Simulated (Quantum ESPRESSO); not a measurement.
# Ta (Im-3m) in Quantum ESPRESSO: notebook, part 3 of 5

Quantum ESPRESSO 7.5. Earlier steps stand in the parts before.

## (4) Phonon dispersion, PBEsol

Contents of pw.in:

```
&CONTROL
  calculation = 'scf'
  prefix = 'pwscf'
  outdir = './tmp'
  pseudo_dir = './pseudo'
  tprnfor = .true.
  tstress = .true.
  disk_io = 'low'
/
&SYSTEM
  ibrav = 0
  nat = 1
  ntyp = 1
  ecutwfc = 58
  nbnd = 12
  occupations = 'smearing'
  smearing = 'mv'
  degauss = 0.01469973
/
&ELECTRONS
  conv_thr = 2d-10
  electron_maxstep = 120
  mixing_beta = 0.5
/
ATOMIC_SPECIES
Ta   180.9479 Ta.upf
CELL_PARAMETERS angstrom
  -1.6512800000    1.6512800000    1.6512800000
   1.6512800000   -1.6512800000    1.6512800000
   1.6512800000    1.6512800000   -1.6512800000
ATOMIC_POSITIONS crystal
Ta     0.0000000000    0.0000000000    0.0000000000
K_POINTS automatic
12 12 12 0 0 0
```

Contents of relax.in:

```
&CONTROL
  calculation = 'vc-relax'
  prefix = 'pwscf'
  outdir = './tmp'
  pseudo_dir = './pseudo'
  tprnfor = .true.
  tstress = .true.
  disk_io = 'low'
  nstep = 40
  forc_conv_thr = 0.0001
  etot_conv_thr = 1d-06
/
&SYSTEM
  ibrav = 0
  nat = 1
  ntyp = 1
  ecutwfc = 58
  nbnd = 12
  occupations = 'smearing'
  smearing = 'mv'
  degauss = 0.01469973
/
&ELECTRONS
  conv_thr = 2d-10
  electron_maxstep = 120
  mixing_beta = 0.5
/
&IONS
  ion_dynamics = 'bfgs'
/
&CELL
  cell_dynamics = 'bfgs'
  press = 0
  press_conv_thr = 0.2
/
ATOMIC_SPECIES
Ta   180.9479 Ta.upf
CELL_PARAMETERS angstrom
  -1.6512800000    1.6512800000    1.6512800000
   1.6512800000   -1.6512800000    1.6512800000
   1.6512800000    1.6512800000   -1.6512800000
ATOMIC_POSITIONS crystal
Ta     0.0000000000    0.0000000000    0.0000000000
K_POINTS automatic
12 12 12 0 0 0
```

Contents of scf2.in:

```
&CONTROL
  calculation = 'scf'
  prefix = 'pwscf'
  outdir = './tmp'
  pseudo_dir = './pseudo'
  tprnfor = .true.
  tstress = .true.
  disk_io = 'low'
/
&SYSTEM
  ibrav = 0
  nat = 1
  ntyp = 1
  ecutwfc = 58
  nbnd = 12
  occupations = 'smearing'
  smearing = 'mv'
  degauss = 0.01469973
/
&ELECTRONS
  conv_thr = 1d-13
  electron_maxstep = 120
  mixing_beta = 0.5
  startingpot = 'file'
  startingwfc = 'file'
/
ATOMIC_SPECIES
Ta   180.9479 Ta.upf
CELL_PARAMETERS angstrom
  -1.6378693795    1.6378693795    1.6378693795
   1.6378693795   -1.6378693795    1.6378693795
   1.6378693795    1.6378693795   -1.6378693795
ATOMIC_POSITIONS crystal
Ta     0.0000000000    0.0000000000    0.0000000000
K_POINTS automatic
12 12 12 0 0 0
```

Contents of ph.in:

```
phonon_bands of Ta
&INPUTPH
  prefix = 'pwscf'
  outdir = './tmp'
  tr2_ph = 1d-18
  fildyn = 'dyn'
  niter_ph = 90
  alpha_mix(1) = 0.4
  ldisp = .true.
  nq1 = 2
  nq2 = 2
  nq3 = 2
/
```

Contents of q2r.in:

```
&INPUT
  fildyn = 'dyn'
  zasr = 'crystal'
  flfrc = 'fc'
/
```

Contents of matdyn.in:

```
&INPUT
  asr = 'crystal'
  flfrc = 'fc'
  flfrq = 'freq'
  q_in_cryst_coord = .true.
  flvec = ' '
/
80
 0.0000000000  0.0000000000  0.0000000000
 0.0312500000 -0.0312500000  0.0312500000
 0.0625000000 -0.0625000000  0.0625000000
 0.0937500000 -0.0937500000  0.0937500000
 0.1250000000 -0.1250000000  0.1250000000
 0.1562500000 -0.1562500000  0.1562500000
 0.1875000000 -0.1875000000  0.1875000000
 0.2187500000 -0.2187500000  0.2187500000
 0.2500000000 -0.2500000000  0.2500000000
 0.2812500000 -0.2812500000  0.2812500000
 0.3125000000 -0.3125000000  0.3125000000
 0.3437500000 -0.3437500000  0.3437500000
 0.3750000000 -0.3750000000  0.3750000000
 0.4062500000 -0.4062500000  0.4062500000
 0.4375000000 -0.4375000000  0.4375000000
 0.4687500000 -0.4687500000  0.4687500000
 0.5000000000 -0.5000000000  0.5000000000
 0.4545454545 -0.4545454545  0.5000000000
 0.4090909091 -0.4090909091  0.5000000000
 0.3636363636 -0.3636363636  0.5000000000
 0.3181818182 -0.3181818182  0.5000000000
 0.2727272727 -0.2727272727  0.5000000000
 0.2272727273 -0.2272727273  0.5000000000
 0.1818181818 -0.1818181818  0.5000000000
 0.1363636364 -0.1363636364  0.5000000000
 0.0909090909 -0.0909090909  0.5000000000
 0.0454545455 -0.0454545455  0.5000000000
 0.0000000000  0.0000000000  0.5000000000
 0.0000000000  0.0000000000  0.4583333333
 0.0000000000  0.0000000000  0.4166666667
 0.0000000000  0.0000000000  0.3750000000
 0.0000000000  0.0000000000  0.3333333333
 0.0000000000  0.0000000000  0.2916666667
 0.0000000000  0.0000000000  0.2500000000
 0.0000000000  0.0000000000  0.2083333333
 0.0000000000  0.0000000000  0.1666666667
 0.0000000000  0.0000000000  0.1250000000
 0.0000000000  0.0000000000  0.0833333333
 0.0000000000  0.0000000000  0.0416666667
 0.0000000000  0.0000000000  0.0000000000
 0.0166666667  0.0166666667  0.0166666667
 0.0333333333  0.0333333333  0.0333333333
 0.0500000000  0.0500000000  0.0500000000
 0.0666666667  0.0666666667  0.0666666667
 0.0833333333  0.0833333333  0.0833333333
 0.1000000000  0.1000000000  0.1000000000
 0.1166666667  0.1166666667  0.1166666667
 0.1333333333  0.1333333333  0.1333333333
 0.1500000000  0.1500000000  0.1500000000
 0.1666666667  0.1666666667  0.1666666667
 0.1833333333  0.1833333333  0.1833333333
 0.2000000000  0.2000000000  0.2000000000
 0.2166666667  0.2166666667  0.2166666667
 0.2333333333  0.2333333333  0.2333333333
 0.2500000000  0.2500000000  0.2500000000
 0.2666666667  0.2000000000  0.2666666667
 0.2833333333  0.1500000000  0.2833333333
 0.3000000000  0.1000000000  0.3000000000
 0.3166666667  0.0500000000  0.3166666667
 0.3333333333  0.0000000000  0.3333333333
 0.3500000000 -0.0500000000  0.3500000000
 0.3666666667 -0.1000000000  0.3666666667
 0.3833333333 -0.1500000000  0.3833333333
 0.4000000000 -0.2000000000  0.4000000000
 0.4166666667 -0.2500000000  0.4166666667
 0.4333333333 -0.3000000000  0.4333333333
 0.4500000000 -0.3500000000  0.4500000000
 0.4666666667 -0.4000000000  0.4666666667
 0.4833333333 -0.4500000000  0.4833333333
 0.5000000000 -0.5000000000  0.5000000000
 0.2500000000  0.2500000000  0.2500000000
 0.2222222222  0.2222222222  0.2777777778
 0.1944444444  0.1944444444  0.3055555556
 0.1666666667  0.1666666667  0.3333333333
 0.1388888889  0.1388888889  0.3611111111
 0.1111111111  0.1111111111  0.3888888889
 0.0833333333  0.0833333333  0.4166666667
 0.0555555556  0.0555555556  0.4444444444
 0.0277777778  0.0277777778  0.4722222222
 0.0000000000  0.0000000000  0.5000000000
```

Contents of matdyn_dos.in:

```
&INPUT
  asr = 'crystal'
  flfrc = 'fc'
  dos = .true.
  fldos = 'phdos'
  nk1 = 18
  nk2 = 18
  nk3 = 18
  deltaE = 0.5
  flvec = ' '
  flfrq = ' '
/
```

Contents of matdyn_mesh.in:

```
&INPUT
  asr = 'crystal'
  flfrc = 'fc'
  flfrq = 'mesh'
  q_in_cryst_coord = .true.
  flvec = ' '
/
1000
 0.05000000  0.05000000  0.05000000
 0.05000000  0.05000000  0.15000000
 0.05000000  0.05000000  0.25000000
[... 997 further points of the even 10 x 10 x 10 mesh, shifted by half a step ...]
```

Potentials or basis: PseudoDojo 0.4.1 SR PBEsol standard.

Command:

```
OMP_NUM_THREADS=1 pw.x -in pw.in > pw.out
OMP_NUM_THREADS=1 pw.x -in relax.in > relax.out
OMP_NUM_THREADS=1 pw.x -in scf2.in > scf2.out
OMP_NUM_THREADS=1 ph.x -in ph.in > ph.out
OMP_NUM_THREADS=1 q2r.x -in q2r.in > q2r.out
OMP_NUM_THREADS=1 matdyn.x -in matdyn.in > matdyn.out
OMP_NUM_THREADS=1 matdyn.x -in matdyn_dos.in > matdyn_dos.out
OMP_NUM_THREADS=1 matdyn.x -in matdyn_mesh.in > matdyn_mesh.out
```

pw.out:

```text
This program is part of the open-source Quantum ESPRESSO suite
     for quantum simulation of materials; please cite
[... 9 lines left out ...]
     --------------------
     sticks:   dense  smooth     PW     G-vecs:    dense   smooth      PW
     Sum         507     507    197                 7155     7155    1721

     Using Slab Decomposition

     bravais-lattice index     =            0
     lattice parameter (alat)  =       5.4048  a.u.
     unit-cell volume          =     121.5399 (a.u.)^3
     number of atoms/cell      =            1
     number of atomic types    =            1
     number of electrons       =        13.00
     number of Kohn-Sham states=           12
     kinetic-energy cutoff     =      58.0000  Ry
     charge density cutoff     =     232.0000  Ry
     scf convergence threshold =      2.0E-10
     mixing beta               =       0.5000
[... 134 lines left out ...]

     total energy              =    -130.16004604 Ry
     estimated scf accuracy    <       0.02375046 Ry
[... 36 lines left out ...]
     iteration #  7     ecut=    58.00 Ry     beta= 0.50
     Davidson diagonalization with overlap
     ethr =  8.28E-12,  avg # of iterations =  2.0

     End of self-consistent calculation

          k = 0.0000 0.0000 0.0000 (   935 PWs)   bands (ev):

   -48.8085 -14.7172 -14.7172 -14.7172  10.3654  19.0150  19.0150  19.0150
    22.2852  22.2852  32.8976  32.8976
[... 353 lines left out ...]
   -48.6064 -15.5409 -15.5409 -15.5409  14.4818  14.4818  25.1413  25.1413
    25.1413  26.8759  26.8759  26.8759

     the Fermi energy is    18.2751 ev

!    total energy              =    -130.16237520 Ry
     estimated scf accuracy    <          7.7E-11 Ry
     smearing contrib. (-TS)   =       0.00008720 Ry
     internal energy E=F+TS    =    -130.16246240 Ry

     The total energy is F=E-TS. E is the sum of the following terms:
     one-electron contribution =     -16.86732889 Ry
     hartree contribution      =      14.65942834 Ry
     xc contribution           =     -29.40673838 Ry
     ewald contribution        =     -98.54782347 Ry

     convergence has been achieved in   7 iterations

     Forces acting on atoms (cartesian axes, Ry/au):

     atom    1 type  1   force =     0.00000000    0.00000000    0.00000000

     Total force =     0.000000     Total SCF correction =     0.000000

     Computing stress (Cartesian axis) and pressure

          total   stress  (Ry/bohr**3)                   (kbar)     P=      -46.24
  -0.00031436   0.00000000  -0.00000000          -46.24        0.00       -0.00
   0.00000000  -0.00031436   0.00000000            0.00      -46.24        0.00
   0.00000000   0.00000000  -0.00031436            0.00        0.00      -46.24

=------------------------------------------------------------------------------=
   JOB DONE.
=------------------------------------------------------------------------------=
```

relax.out:

```text
This program is part of the open-source Quantum ESPRESSO suite
     for quantum simulation of materials; please cite
[... 9 lines left out ...]
     --------------------
     sticks:   dense  smooth     PW     G-vecs:    dense   smooth      PW
     Sum         507     507    197                 7155     7155    1721
[... 2099 lines left out ...]
   0.00000027  -0.00000000  -0.00000000            0.04       -0.00       -0.00
  -0.00000000   0.00000027  -0.00000000           -0.00        0.04       -0.00
  -0.00000000  -0.00000000   0.00000027           -0.00       -0.00        0.04

=------------------------------------------------------------------------------=
   JOB DONE.
=------------------------------------------------------------------------------=
```

Run time: 6.1 min. Hardware: 1 thread of Intel Xeon Platinum 8259CL at 2.50GHz (Skylake/Cascade Lake), shared host; peak memory 0.09 GiB.

Results:

```
Free energy                            : -1770.9557 eV
Relaxed volume                         : 17.58 Å³/atom
Relaxed cell                           : a = 2.837 Å, b = 2.837 Å, c = 2.837 Å, α = 109.47°, β = 109.47°, γ = 109.47°
Space group after relaxing (to 0.05 Å) : Im-3m (No. 229)
Pressure after relaxing                : 0.0 GPa
Band gap on the k mesh                 : none (metal or under the smearing width)
Highest phonon frequency               : 171 cm⁻¹
Zero-point energy                      : 0.023 eV/atom
```

The path:
```tsv
step	energy change (eV)	largest force (eV/Å)	pressure (GPa)	volume (Å³)
1	0.0000	0.0000	-4.62	18.01
2	-0.0064	0.0000	-0.15	17.59
3	-0.0064	0.0000	0.01	17.58
```

Final structure:
```yaml
crystal:
  lattice:
    - [-1.63787, 1.63787, 1.63787]
    - [1.63787, -1.63787, 1.63787]
    - [1.63787, 1.63787, -1.63787]
  atoms:
    - { symbol: Ta, position: [0.00000, 0.00000, 0.00000] }
```

Levels at points of the mesh, in eV from the Fermi level:
```
              k point  band 2  band 3  band 4  band 5  band 6  band 7  band 8  band 9  band 10  band 11
   (0.00, 0.00, 0.00)  -32.89  -32.89  -32.89   -8.00    0.74    0.74    0.74    4.10     4.10    14.72
  (0.00, 0.00, -0.50)  -34.17  -33.31  -32.90   -4.48   -1.61    1.73    3.99    5.06     8.08    11.83
(-0.50, -0.50, -0.50)  -33.78  -33.78  -33.78   -3.94   -3.94    7.07    7.07    7.07     8.82     8.82
```

Phonon frequencies in cm⁻¹ (negative: imaginary):
```csv
q point,frequencies
"(0.000, 0.000, 0.000)",0 0 0
"(0.219, -0.219, 0.219)",98 122 122
"(0.438, -0.438, 0.438)",166 169 169
"(0.273, -0.273, 0.500)",144 160 161
"(0.000, 0.000, 0.458)",97 144 146
"(0.000, 0.000, 0.167)",49 73 74
"(0.050, 0.050, 0.050)",43 43 60
"(0.167, 0.167, 0.167)",117 117 143
"(0.283, 0.150, 0.283)",128 142 142
"(0.400, -0.200, 0.400)",143 160 160
"(0.250, 0.250, 0.250)",137 137 137
"(0.056, 0.056, 0.444)",101 144 147
```

Phonon frequencies at the corners of the path (cm⁻¹, interpolated; i marks imaginary ones):
```
point  frequencies
    Γ        0 0 0
    H  171 171 171
    N   97 145 147
    P  137 137 137
```

Phonon states per cell in windows of 10 cm⁻¹ (negative: imaginary):
| from (cm⁻¹) | total |
| --- | --- |
| 0 | 0.00 |
| 10 | 0.00 |
| 20 | 0.00 |
| 30 | 0.01 |
| 40 | 0.02 |
| 50 | 0.03 |
| 60 | 0.05 |
| 70 | 0.07 |
| 80 | 0.11 |
| 90 | 0.18 |
| 100 | 0.26 |
| 110 | 0.31 |
| 120 | 0.31 |
| 130 | 0.38 |
| 140 | 0.72 |
| 150 | 0.36 |
| 160 | 0.15 |

Harmonic thermodynamics per atom at this volume (zero-point energy 23.5 meV, Debye temperature from the second moment 240 K):
| T (K) | free energy (meV) | entropy (k_B) | heat capacity Cv (k_B) |
| --- | --- | --- | --- |
| 50 | 23.0 | 0.48 | 1.15 |
| 100 | 18.3 | 1.69 | 2.28 |
| 200 | -4.7 | 3.48 | 2.79 |
| 298.15 | -39.3 | 4.62 | 2.90 |
| 500 | -134.0 | 6.14 | 2.97 |
| 800 | -312.3 | 7.54 | 2.99 |

Caveat: the q mesh is small, so phonon branches between its points and thermal values are rough.

(Continued in part 4 of 5.)
